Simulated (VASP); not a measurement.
Input of a VASP 6.6.1 run:

The input INCAR:

```
SYSTEM = Na
PREC = Accurate ; ENCUT = 520
EDIFF = 1E-6 ; ISMEAR = 0
SIGMA = 0.1 ; LREAL = .False.
LASPH = .True. ; NELM = 60
ALGO = Fast ; ISIF = 2
LWAVE = .False. ; LCHARG = .False.
GGA = PS ; NBANDS = 10
```

KPOINTS

```
Automatic mesh
0
Gamma
  6 6 6
  0 0 0
```

File POSCAR:

```
Na
1.0
   -1.8882910800      1.8882910800      2.6372766800
    1.8882910800     -1.8882910800      2.6372766800
    1.8882910800      1.8882910800     -2.6372766800
Na
1
Direct
    0.0000000000      0.0000000000      0.0000000000
```

Potentials or basis: VASP PAW PBE potentials, release 64 (Na_pv).

Command:

```console
$ cat potpaw_PBE.64/Na_pv/POTCAR > POTCAR
$ mpirun -np 1 vasp_std > vasp.out
```

Question: Estimate the band gap on the k mesh.

Answer: None (metal or under the smearing width).

Question: Estimate the pressure.

Answer: -0.1 GPa.

Stress tensor (GPa, compression positive):
```
-0.10  0.00  0.00
 0.00 -0.10  0.00
 0.00  0.00 -0.23
```

Caveat: the k mesh is coarse (spacing up to 0.39 Å⁻¹), so the values aren't converged; the PAW data sets were made with another functional, which shifts forces and pressure a little.
